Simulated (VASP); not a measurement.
# BeTe (F-43m) in VASP: relaxation of cell and atoms with PBE

Aim: the relaxation of cell and atoms of BeTe with PBE.

Everything below comes from runs of VASP 6.6.1. Logs are shortened: lines on timing, memory, paths and dates and some standing lists are left out, and cuts for length are marked.

## (1) The structure

The structure is cubic, space group F-43m (No. 216). Conventional cell: a = 5.600 Å, b = 5.600 Å, c = 5.600 Å, α = 90.00°, β = 90.00°, γ = 90.00°. Around Be (site symmetry -43m) lie 4 Te at 2.42 Å. Te (site symmetry -43m) is surrounded by 4 Be at 2.42 Å.

The cell was built by a generator and needn't be a form met in nature.

## (2) Relaxation of cell and atoms, PBE

INCAR reads:

```
SYSTEM = BeTe
PREC = Normal
ENCUT = 520
EDIFF = 1E-4
ISMEAR = 0
SIGMA = 0.15
LREAL = .False.
LASPH = .True.
NELM = 60
ALGO = Fast
ISIF = 3
LWAVE = .False.
LCHARG = .False.
GGA = PE
IBRION = 2
NSW = 24
EDIFFG = -0.08
```

KPOINTS reads:

```
Automatic mesh
0
Gamma
  5 5 5
  0 0 0
```

POSCAR reads:

```
BeTe
1.0
    0.0000000000      2.8000000000      2.8000000000
    2.8000000000      0.0000000000      2.8000000000
    2.8000000000      2.8000000000      0.0000000000
Be Te
1 1
Direct
    0.0000000000      0.0000000000      0.0000000000
    0.7500000000      0.7500000000      0.7500000000
```

Potentials or basis: VASP PAW PBE potentials, release 64 (Be, Te).

Launch:

```
$ cat potpaw_PBE.64/Be/POTCAR potpaw_PBE.64/Te/POTCAR > POTCAR
$ mpirun -np 1 vasp_std > vasp.out
```

OUTCAR:

```text
SYSTEM = BeTe
   PREC = Normal
   ENCUT = 520
   EDIFF = 1E-4
   ISMEAR = 0
   LREAL = .False.
   LASPH = .True.
   NELM = 60
   ISIF = 3
   GGA = PE
   IBRION = 2
   NSW = 24
   EDIFFG = -0.08

 ion  position               nearest neighbor table
   1  0.000  0.000  0.000-   2 2.42   2 2.42   2 2.42   2 2.42
   2  0.750  0.750  0.750-   1 2.42   1 2.42   1 2.42   1 2.42

  LATTYP: Found a face centered cubic cell.
 ALAT       =     5.6000000000

  Lattice vectors:

 A1 = (   0.0000000000,   2.8000000000,   2.8000000000)
 A2 = (   2.8000000000,   0.0000000000,   2.8000000000)
 A3 = (   2.8000000000,   2.8000000000,   0.0000000000)

Analysis of symmetry for initial positions (statically):
=====================================================================
 Subroutine PRICEL returns:
 Original cell was already a primitive cell.

 Routine SETGRP: Setting up the symmetry group for a
 face centered cubic supercell.

 Subroutine GETGRP returns: Found 24 space group operations
 (whereof 24 operations were pure point group operations)
 out of a pool of 48 trial point group operations.

The static configuration has the point symmetry T_d .

Analysis of symmetry for dynamics (positions and initial velocities):
=====================================================================
 Subroutine PRICEL returns:
 Original cell was already a primitive cell.

 Routine SETGRP: Setting up the symmetry group for a
 face centered cubic supercell.

 Subroutine GETGRP returns: Found 24 space group operations
 (whereof 24 operations were pure point group operations)
 out of a pool of 48 trial point group operations.

The dynamic configuration has the point symmetry T_d .

 Subroutine INISYM returns: Found 24 space group operations
 (whereof 24 operations are pure point group operations),
 and found     1 'primitive' translations

----------------------------------------------------------------------------------------

                                     Primitive cell

[... 134 lines left out ...]
  Total        0.6543105      0.6543105      0.6543105      0.0000000      0.0000000      0.0000000
  in kB       23.8775833     23.8775833     23.8775833      0.0000000      0.0000000      0.0000000
  external PRESSURE =      23.8775833 kB  Pullay stress =       0.0000000 kB

 VOLUME and BASIS-vectors are now :
 -----------------------------------------------------------------------------
  energy-cutoff  :      520.00
  volume of cell :       43.90
      direct lattice vectors                 reciprocal lattice vectors
     0.000000000  2.800000000  2.800000000    -0.178571429  0.178571429  0.178571429
     2.800000000  0.000000000  2.800000000     0.178571429 -0.178571429  0.178571429
     2.800000000  2.800000000  0.000000000     0.178571429  0.178571429 -0.178571429

 POSITION                                       TOTAL-FORCE (eV/Angst)
 -----------------------------------------------------------------------------------
      0.00000      0.00000      0.00000        -0.000000     -0.000000      0.000000
      4.20000      4.20000      4.20000         0.000000      0.000000     -0.000000
 -----------------------------------------------------------------------------------
    total drift:                               -0.000000     -0.000000     -0.000000

  FREE ENERGIE OF THE ION-ELECTRON SYSTEM (eV)
  ---------------------------------------------------
  free  energy   TOTEN  =        -7.5918270900 eV

  energy  without entropy=       -7.5918270900  energy(sigma->0) =       -7.59182709

--------------------------------------- Ionic step        2  -------------------------------------------

 number of electron       7.9999998 magnetization

 Free energy of the ion-electron system (eV)
  ---------------------------------------------------
  ext. energy  EPLUGINS =         0.00000000
  ---------------------------------------------------
  free energy    TOTEN  =        -7.60352916 eV

  energy without entropy =       -7.60352916  energy(sigma->0) =       -7.60352916

 E-fermi :   5.4373     XC(G=0):  -8.9334

 val. band max:        4.7747871462   @ k =   0.0000   0.0000   0.0000
 cond. band min:       6.9119906906   @ k =   0.4000   0.4000   0.0000
 fundamental gap:      2.1372035444
 Fermi energy:         5.4372891613

 k-point     1 :       0.0000    0.0000    0.0000
  band No.  band energies     occupation
      1      -7.3285      2.00000
      2       4.7748      2.00000
      3       4.7748      2.00000
      4       4.7748      2.00000
      5       8.3782      0.00000
      6       8.4028      0.00000
      7       8.4028      0.00000
      8       8.4028      0.00000
[... 89 lines left out ...]
 k-point    10 :      -0.4000    0.4000    0.2000
  band No.  band energies     occupation
      1      -5.7163      2.00000
      2       0.2702      2.00000
      3       1.3990      2.00000
      4       2.2926      2.00000
      5       9.1884      0.00000
      6       9.7998      0.00000
      7      10.1213      0.00000
      8      12.7895      0.00000

------------------------ aborting loop because EDIFF is reached ----------------------------------------

  FORCE on cell =-STRESS in cart. coord.  units (eV):
  Direction    XX          YY          ZZ          XY          YZ          ZX
  --------------------------------------------------------------------------------------
  -------------------------------------------------------------------------------------
  Total       -0.1373421     -0.1373421     -0.1373421     -0.0000000     -0.0000000      0.0000000
  in kB       -4.7819780     -4.7819780     -4.7819780     -0.0000000     -0.0000000      0.0000000
  external PRESSURE =      -4.7819780 kB  Pullay stress =       0.0000000 kB

 VOLUME and BASIS-vectors are now :
 -----------------------------------------------------------------------------
  energy-cutoff  :      520.00
  volume of cell :       46.02
      direct lattice vectors                 reciprocal lattice vectors
     0.000000000  2.844191944  2.844191944    -0.175796855  0.175796855  0.175796855
     2.844191944  0.000000000  2.844191944     0.175796855 -0.175796855  0.175796855
     2.844191944  2.844191944  0.000000000     0.175796855  0.175796855 -0.175796855

 POSITION                                       TOTAL-FORCE (eV/Angst)
 -----------------------------------------------------------------------------------
      2.84419      2.84419      0.00000         0.000000     -0.000000      0.000000
      4.26629      4.26629      4.26629        -0.000000      0.000000     -0.000000
 -----------------------------------------------------------------------------------
    total drift:                               -0.000000     -0.000000     -0.000000

  FREE ENERGIE OF THE ION-ELECTRON SYSTEM (eV)
  ---------------------------------------------------
  free  energy   TOTEN  =        -7.6035291578 eV

  energy  without entropy=       -7.6035291578  energy(sigma->0) =       -7.60352916

 reached required accuracy - stopping structural energy minimisation
```

OSZICAR:

```text
N       E                     dE             d eps       ncg     rms          rms(c)
DAV:   1     0.194920699316E+02    0.19492E+02   -0.31724E+03   160   0.791E+02
DAV:   2    -0.698029770968E+01   -0.26472E+02   -0.25670E+02   200   0.963E+01
DAV:   3    -0.773455707430E+01   -0.75426E+00   -0.75426E+00   232   0.230E+01
DAV:   4    -0.773960265368E+01   -0.50456E-02   -0.50456E-02   216   0.177E+00
DAV:   5    -0.773961964038E+01   -0.16987E-04   -0.16987E-04   240   0.935E-02    0.419E+00
RMM:   6    -0.762445069620E+01    0.11517E+00   -0.61204E-02   160   0.170E+00    0.248E+00
RMM:   7    -0.759060566389E+01    0.33845E-01   -0.83985E-02   160   0.194E+00    0.450E-01
RMM:   8    -0.759138661349E+01   -0.78095E-03   -0.11090E-02   160   0.966E-01    0.998E-02
RMM:   9    -0.759181406881E+01   -0.42746E-03   -0.18484E-03   166   0.371E-01    0.573E-02
RMM:  10    -0.759182709004E+01   -0.13021E-04   -0.22599E-04   127   0.145E-01
   1 F= -.75918271E+01 E0= -.75918271E+01  d E =-.759183E+01
       N       E                     dE             d eps       ncg     rms          rms(c)
DAV:   1    -0.764838442007E+01   -0.56570E-01   -0.91207E-01   176   0.488E+00    0.105E+00
RMM:   2    -0.761224652370E+01    0.36138E-01   -0.40723E-02   160   0.143E+00    0.493E-01
RMM:   3    -0.760404607058E+01    0.82005E-02   -0.23313E-02   160   0.925E-01    0.150E-01
RMM:   4    -0.760364125614E+01    0.40481E-03   -0.15945E-03   162   0.358E-01    0.144E-01
RMM:   5    -0.760352438424E+01    0.11687E-03   -0.42112E-04   158   0.177E-01    0.344E-02
RMM:   6    -0.760352915780E+01   -0.47736E-05   -0.12212E-04    99   0.956E-02
   2 F= -.76035292E+01 E0= -.76035292E+01  d E =-.117021E-01
```

It took 9.9 s on 1 thread of AMD EPYC, shared host; peak memory 0.11 GiB.

What came out:

```
Free energy                            : -7.6035 eV
Relaxed volume                         : 23.01 Å³/atom
Relaxed cell                           : a = 4.022 Å, b = 4.022 Å, c = 4.022 Å, α = 60.00°, β = 60.00°, γ = 60.00°
Space group after relaxing (to 0.05 Å) : F-43m (No. 216)
Energy gained by relaxing              : 5.9 meV/atom
Ionic steps                            : 2
Pressure after relaxing                : -0.5 GPa
Band gap on the k mesh                 : 2.14 eV, indirect (least direct gap 3.60 eV)
```

Step by step:
| step | energy change (eV) | largest force (eV/Å) | pressure (GPa) | volume (Å³) |
| --- | --- | --- | --- | --- |
| 1 | 0.0000 | 0.0000 | 2.39 | 43.90 |
| 2 | -0.0117 | 0.0000 | -0.48 | 46.02 |

Final structure:
```
Be Te
1.0
     0.00000    2.84419    2.84419
     2.84419    0.00000    2.84419
     2.84419    2.84419    0.00000
Be Te
1 1
Direct
  0.00000 0.00000 0.00000
  0.75000 0.75000 0.75000
```

Caveat: spin-orbit coupling is left out, which moves the levels of the heavy elements; an odd mesh through Γ misses points on the zone boundary, where band edges often lie; the relaxation stopped at a loose force limit of 0.08 eV/Å, so its end isn't a converged minimum.
